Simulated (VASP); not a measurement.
# HfSi3 (P1) in VASP: density of states with PBEsol

Aim: the density of states of HfSi3 with PBEsol.

All numbers are computed with VASP 6.6.1; they aren't measurements. Logs are shortened: lines on timing, memory, paths and dates and some standing lists are left out, and cuts for length are marked.

## 1. The structure

The typed cell holds 4 atoms: a = 3.754 Å, b = 3.706 Å, c = 5.126 Å, α = 68.74°, β = 67.69°, γ = 89.59°.

The cell was built by a generator and needn't be a form met in nature.

## 2. Density of states, PBEsol

Input file POSCAR:

```
HfSi3
1.0
    0.0134082700      3.7534311900     -0.0239329700
    3.7054970900      0.0134082700      0.0031848700
    1.8557462200      1.9112681000     -4.3794630700
Hf Si
1 3
Direct
    0.0523840000      0.9577620000      0.9851030000
    0.4146110000      0.4964600000      0.0670570000
    0.7402920000      0.3312150000      0.4602060000
    0.2489610000      0.7561100000      0.5152130000
```

Input file INCAR.step1:

```
SYSTEM = HfSi3
  PREC = Accurate
  ENCUT = 520
  EDIFF = 1E-6
  ISMEAR = -1
  SIGMA = 0.1
  LREAL = .False.
  LASPH = .True.
  NELM = 100
  ALGO = Normal
  ISIF = 2
  LWAVE = .False.
  LCHARG = .True.
  LMAXMIX = 4
  GGA = PS
  NBANDS = 19
```

Input file KPOINTS.step1:

```
Automatic mesh
0
Gamma
  5 5 4
  0 0 0
```

Input file INCAR.step2:

```
SYSTEM = HfSi3
  PREC = Accurate
  ENCUT = 520
  EDIFF = 1E-6
  ISMEAR = -5
  SIGMA = 0.1
  LREAL = .False.
  LASPH = .True.
  NELM = 100
  ALGO = Normal
  ISIF = 2
  LWAVE = .False.
  LCHARG = .False.
  LMAXMIX = 4
  GGA = PS
  LORBIT = 11
  NEDOS = 2001
  ICHARG = 11
```

Input file KPOINTS.step2:

```
Automatic mesh
0
Gamma
  8 8 6
  0 0 0
```

Potentials or basis: VASP PAW PBE potentials, release 64 (Hf_pv, Si).

On the command line:

```
$ cat potpaw_PBE.64/Hf_pv/POTCAR potpaw_PBE.64/Si/POTCAR > POTCAR
$ cp INCAR.step1 INCAR
$ cp KPOINTS.step1 KPOINTS
$ mpirun -np 1 vasp_std > vasp.out
$ cp INCAR.step2 INCAR
$ cp KPOINTS.step2 KPOINTS
$ mpirun -np 1 vasp_std > vasp.out
```

OUTCAR:

```text
SYSTEM = HfSi3
   PREC = Accurate
   ENCUT = 520
   EDIFF = 1E-6
   ISMEAR = -5
   LREAL = .False.
   LASPH = .True.
   NELM = 100
   ISIF = 2
   GGA = PS
   LORBIT = 11
   ICHARG = 11

 ion  position               nearest neighbor table
   1  0.052  0.958  0.985-   2 2.20   3 2.54   4 2.62   2 2.66   2 2.76   3 2.81   4 2.92   4 2.93
                             4 3.06   3 3.08   2 3.11   3 3.19
   2  0.415  0.496  0.067-   1 2.20   3 2.47   3 2.63   1 2.66   4 2.66   4 2.75   1 2.76   4 2.94
                             1 3.11
   3  0.740  0.331  0.460-   4 2.42   2 2.47   1 2.54   2 2.63   4 2.64   4 2.69   1 2.81   4 2.86
                             1 3.08   1 3.19
   4  0.249  0.756  0.515-   3 2.42   1 2.62   3 2.64   2 2.66   3 2.69   2 2.75   3 2.86   1 2.92
                             1 2.93   2 2.94   1 3.06

  LATTYP: Found a triclinic cell.
 ALAT       =     3.7055227174
 B/A-ratio  =     1.4285083400
 C/A-ratio  =     1.3696515706
 COS(alpha) =     0.0001011279
 COS(beta)  =     0.3609490860
 COS(gamma) =     0.7051258224

  Lattice vectors:

 A1 = (  -3.7054970900,  -0.0134082700,  -0.0031848700)
 A2 = (  -3.7189053600,  -3.7668394600,   0.0207481000)
 A3 = (  -1.8423379500,   1.8421630900,   4.3555301000)

Analysis of symmetry for initial positions (statically):
=====================================================================
 Subroutine PRICEL returns:
 Original cell was already a primitive cell.

 Routine SETGRP: Setting up the symmetry group for a
 triclinic supercell.

 Subroutine GETGRP returns: Found  1 space group operations
 (whereof  1 operations were pure point group operations)
 out of a pool of  2 trial point group operations.

The static configuration has the point symmetry C_1 .

Analysis of symmetry for dynamics (positions and initial velocities):
=====================================================================
 Subroutine PRICEL returns:
 Original cell was already a primitive cell.

 Routine SETGRP: Setting up the symmetry group for a
 triclinic supercell.

 Subroutine GETGRP returns: Found  1 space group operations
 (whereof  1 operations were pure point group operations)
 out of a pool of  2 trial point group operations.

The dynamic configuration has the point symmetry C_1 .

 Subroutine INISYM returns: Found  1 space group operations
 (whereof  1 operations are pure point group operations),
 and found     1 'primitive' translations

----------------------------------------------------------------------------------------

                                     Primitive cell

  volume of cell :      60.7634

  direct lattice vectors                    reciprocal lattice vectors
     0.013408270  3.753431190 -0.023932970    -0.001066565  0.267167273  0.116144149
     3.705497090  0.013408270  0.003184870     0.269772014 -0.000235462  0.114209974
     1.855746220  1.911268100 -4.379463070     0.000202014 -0.001460192 -0.228890143

  length of vectors
     3.753531439  3.705522717  5.126054678     0.291322764  0.292952066  0.228894890

  position of ions in fractional coordinates (direct lattice)
     0.052384000  0.957762000  0.985103000
     0.414611000  0.496460000  0.067057000
     0.740292000  0.331215000  0.460206000
     0.248961000  0.756110000  0.515213000

  ion indices of the primitive-cell ions
   primitive index   ion index
                 1           1
                 2           2
                 3           3
                 4           4

----------------------------------------------------------------------------------------

 KPOINTS: Automatic mesh

Automatic generation of k-mesh.
 Grid dimensions read from file:
 generate k-points for:    8    8    6

 Generating k-lattice:

  Cartesian coordinates                     Fractional coordinates (reciprocal lattice)
    -0.000133321  0.033395909  0.014518019     0.125000000  0.000000000  0.000000000
     0.033721502 -0.000029433  0.014276247    -0.000000000  0.125000000 -0.000000000
     0.000033669 -0.000243365 -0.038148357     0.000000000  0.000000000  0.166666667

  Length of vectors
     0.036415345  0.036619008  0.038149148

  Shift w.r.t. Gamma in fractional coordinates (k-lattice)
     0.000000000  0.000000000  0.000000000

 TETIRR: Found   1152 inequivalent tetrahedra from     2304

 Subroutine IBZKPT returns following result:
 ===========================================

 Found    196 irreducible k-points:

 Following reciprocal coordinates:
            Coordinates               Weight
  0.000000  0.000000  0.000000      1.000000
  0.125000 -0.000000  0.000000      2.000000
  0.250000 -0.000000  0.000000      2.000000
  0.375000 -0.000000  0.000000      2.000000
  0.500000 -0.000000  0.000000      1.000000
 -0.000000  0.125000 -0.000000      2.000000
[... 16 lines left out ...]
  0.125000  0.375000  0.000000      2.000000
  0.250000  0.375000 -0.000000      2.000000
 [... further k-points ...]
   k-points           NKPTS =    196   k-points in BZ     NKDIM =    196   number of bands    NBANDS=     15
   number of dos      NEDOS =   2001   number of ions     NIONS =      4
   total plane-waves  NPLWV =  31360
   dimension x,y,z NGX =    28 NGY =   28 NGZ =   40
   dimension x,y,z NGXF=    56 NGYF=   56 NGZF=   80
   ions per type =               1   3
   NGX,Y,Z   is equivalent  to a cutoff of  12.40, 12.56, 12.97 a.u.
   NGXF,Y,Z  is equivalent  to a cutoff of  24.80, 25.12, 25.95 a.u.
 SYSTEM =  HfSi3
   PREC   = accura    normal or accurate (medium, high low for compatibility)
   ISTART =      0    job   : 0-new  1-cont  2-samecut
   ICHARG =     11    charge: 1-file 2-atom 10-const
   ISPIN  =      1    spin polarized calculation?
   LNONCOLLINEAR =      F non collinear calculations
   LSORBIT =      F    spin-orbit coupling
   LASPH  =      T    aspherical Exc in radial PAW
   ENCUT  =  520.0 eV  38.22 Ry    6.18 a.u.   6.98  6.89  9.53*2*pi/ulx,y,z
   NELM   =    100;   NELMIN=  2; NELMDL=  0     # of ELM steps
   EDIFF  = 0.1E-05   stopping-criterion for ELM
   LREAL  =      F    real-space projection
   EDIFFG = 0.1E-04   stopping-criterion for IOM
   NSW    =      0    number of steps for IOM
   IBRION =     -1    ionic relax: 0-MD 1-quasi-New 2-CG
   NFREE  =      0    steps in history (QN), initial steepest desc. (CG)
   ISIF   =      2    stress and relaxation
   ISYM   =      2    0-nonsym 1-usesym 2-fastsym
   POTIM  = 0.5000    time-step for ionic-motion
   TEBEG  =    0.0;   TEEND  =   0.0 temperature during run
   PSTRESS=    0.0 pullay stress
   NELECT =      22.0000    total number of electrons
   NUPDOWN=      -1.0000    fix difference up-down
   EMIN   =  10.00;   EMAX   =-10.00  energy-range for DOS
   EFERMI =   0.00;   METHOD = LEGACY
   ISMEAR =    -5;   SIGMA  =   0.10  broadening in eV -4-tet -1-fermi 0-gaus
   EFERMI_NEDOS =   21; number of points for ismear=-14 and -15
   IALGO  =     38    algorithm
   IMIX   =      4    mixing-type and parameters
     AMIX     =   0.40;   BMIX     =  1.00
     AMIX_MAG =   1.60;   BMIX_MAG =  1.00
  volume/ion in A,a.u.               =      15.19       102.51
  Fermi-wavevector in a.u.,A,eV,Ry     =   1.166814  2.204959 18.523720  1.361455
  Thomas-Fermi vector in A             =   2.303322
   LORBIT       =     11    0 simple, 1 ext, 2 COOP (PROOUT), +10 PAW based schemes
   GGA     = PS    functional components
   LHFCALC =     F    Hartree Fock is set to
   AEXX    =    0.0000 exact exchange contribution
   IVDW    =     0    specifies the selected vdW correction
   LEPSILON=     F    determine dielectric tensor
   LRPA    =     F    only Hartree local field effects (RPA)
 non-spin polarized calculation
 Fermi weights with tetrahedron method with Bloechl corrections
  energy-cutoff  :      520.00
  volume of cell :       60.76
 maximum number of plane-waves:      1649

 number of electron      22.0000000 magnetization

 Free energy of the ion-electron system (eV)
  ---------------------------------------------------
  ext. energy  EPLUGINS =         0.00000000
  ---------------------------------------------------
  free energy    TOTEN  =       -26.99466328 eV

  energy without entropy =      -26.99466328  energy(sigma->0) =      -26.99466328

 E-fermi :   9.1007     XC(G=0): -11.5632

 val. band max:        9.3442425281   @ k =   0.1250   0.3750   0.1667
 cond. band min:       8.9457953435   @ k =  -0.2500   0.0000   0.3333
 fundamental gap:     -0.3984471846
 Fermi energy:         9.1007213818

 k-point     1 :       0.0000    0.0000    0.0000
  band No.  band energies     occupation
      1     -21.4521      2.00000
      2     -21.2918      2.00000
      3     -21.2323      2.00000
      4      -4.4136      2.00000
      5       2.3484      2.00000
      6       3.7858      2.00000
      7       4.9998      2.00000
      8       5.3205      2.00000
      9       5.4349      2.00000
     10       6.7995      2.00000
     11       8.5849      2.00000
     12       9.4088     -0.40165
     13       9.6111      0.00000
     14      11.1312      0.00000
     15      12.7777      0.00000
[... 397 lines left out ...]
 k-point    24 :       0.2500    0.3750   -0.0000
  band No.  band energies     occupation
      1     -21.5308      2.00000
      2     -21.3064      2.00000
      3     -21.2775      2.00000
      4      -1.7910      2.00000
      5       0.5249      2.00000
      6       1.9726      2.00000
      7       3.2193      2.00000
      8       4.5463      2.00000
      9       5.7307      2.00000
     10       6.7817      2.00000
     11       8.3961      2.07648
     12      10.5136      0.00000
     13      10.5900      0.00000
     14      11.5898      0.00000
     15      12.9896      0.00000

 [... further k-points ...]
[... 5 lines left out ...]
  --------------------------------------------------------------------------------------
  -------------------------------------------------------------------------------------
  Total        7.9416137      5.2883628      2.8427043     -5.6390713     -1.5029666      1.7479229
  in kB      209.4002077    139.4407138     74.9549017   -148.6880055    -39.6294182     46.0882942
  external PRESSURE =     141.2652744 kB  Pullay stress =       0.0000000 kB

 VOLUME and BASIS-vectors are now :
 -----------------------------------------------------------------------------
  energy-cutoff  :      520.00
  volume of cell :       60.76
      direct lattice vectors                 reciprocal lattice vectors
     0.013408270  3.753431190 -0.023932970    -0.001066565  0.267167273  0.116144149
     3.705497090  0.013408270  0.003184870     0.269772014 -0.000235462  0.114209974
     1.855746220  1.911268100 -4.379463070     0.000202014 -0.001460192 -0.228890143

 POSITION                                       TOTAL-FORCE (eV/Angst)
 -----------------------------------------------------------------------------------
      5.37779      2.09226     -4.31243         5.576156     -4.681349      1.053692
      1.96963      1.69103     -0.30202        -4.492763      4.814910     -0.400397
      2.09127      3.66265     -2.03212        -1.333758      0.018855     -1.473949
      3.76121      1.92931     -2.25991         0.250365     -0.152416      0.820654
 -----------------------------------------------------------------------------------
    total drift:                                0.002404     -0.002538     -0.006341

  FREE ENERGIE OF THE ION-ELECTRON SYSTEM (eV)
  ---------------------------------------------------
  free  energy   TOTEN  =       -26.9946632755 eV

  energy  without entropy=      -26.9946632755  energy(sigma->0) =      -26.99466328

 total charge

# of ion       s       p       d       tot
------------------------------------------
    1        0.344   6.487   2.033   8.863
    2        0.831   0.910   0.000   1.741
    3        0.791   0.845   0.000   1.636
    4        0.797   0.812   0.000   1.609
--------------------------------------------------
tot          2.763   9.054   2.033  13.850
```

Run time: 69 s. Hardware: 1 thread of Intel Xeon 6975P-C (Granite Rapids), shared host; peak memory 0.3 GiB.

What came out:

```yaml
Valence_electrons_inside_the_program's_atomic_spheres: Hf 8.86; Si 1.74, 1.64, 1.61
```

States per cell in windows of 0.5 eV (zero at the Fermi level; states under -8 eV left out):
```csv
from (eV),total,Hf1_d,Si2_p,Si3_p,Si4_p,Hf1_p,Si4_s
-8.0,0.56,0.03,0.02,0.02,0.01,0.02,0.06
-7.5,0.65,0.04,0.02,0.02,0.02,0.02,0.06
-7.0,0.53,0.04,0.02,0.02,0.02,0.02,0.04
-6.5,0.41,0.03,0.02,0.02,0.02,0.02,0.02
-6.0,0.54,0.04,0.04,0.04,0.04,0.02,0.02
-5.5,0.71,0.07,0.06,0.05,0.05,0.03,0.02
-5.0,0.83,0.08,0.06,0.06,0.06,0.04,0.02
-4.5,0.89,0.11,0.07,0.07,0.07,0.05,0.01
-4.0,1.15,0.17,0.09,0.08,0.09,0.07,0.02
-3.5,1.24,0.23,0.08,0.10,0.09,0.06,0.01
-3.0,1.00,0.22,0.06,0.07,0.07,0.03,0.01
-2.5,0.68,0.17,0.04,0.05,0.05,0.02,0.01
-2.0,0.62,0.15,0.04,0.04,0.04,0.01,0.01
-1.5,0.41,0.11,0.03,0.03,0.03,0.01,0.01
-1.0,0.97,0.21,0.09,0.04,0.05,0.03,0.03
-0.5,1.06,0.22,0.09,0.05,0.05,0.04,0.03
0.0,0.88,0.20,0.07,0.05,0.04,0.03,0.02
0.5,1.15,0.26,0.09,0.05,0.05,0.04,0.03
1.0,1.05,0.26,0.07,0.06,0.06,0.04,0.02
1.5,1.07,0.30,0.07,0.05,0.05,0.04,0.02
2.0,1.19,0.38,0.05,0.05,0.05,0.05,0.02
2.5,1.19,0.40,0.05,0.05,0.06,0.04,0.02
3.0,1.02,0.35,0.04,0.04,0.05,0.05,0.02
3.5,0.44,0.17,0.01,0.01,0.02,0.03,0.01
4.0,0.01,0.00,0.00,0.00,0.00,0.00,0.00
4.5,0.00,0.00,0.00,0.00,0.00,0.00,0.00
```

Caveat: the k mesh is coarse (spacing up to 0.37 Å⁻¹), so the values aren't converged; the PAW data sets were made with another functional, which shifts forces and pressure a little; tetrahedron occupations give inexact forces and stress in metals. Spin-orbit coupling is left out, which matters for the levels of Hf.
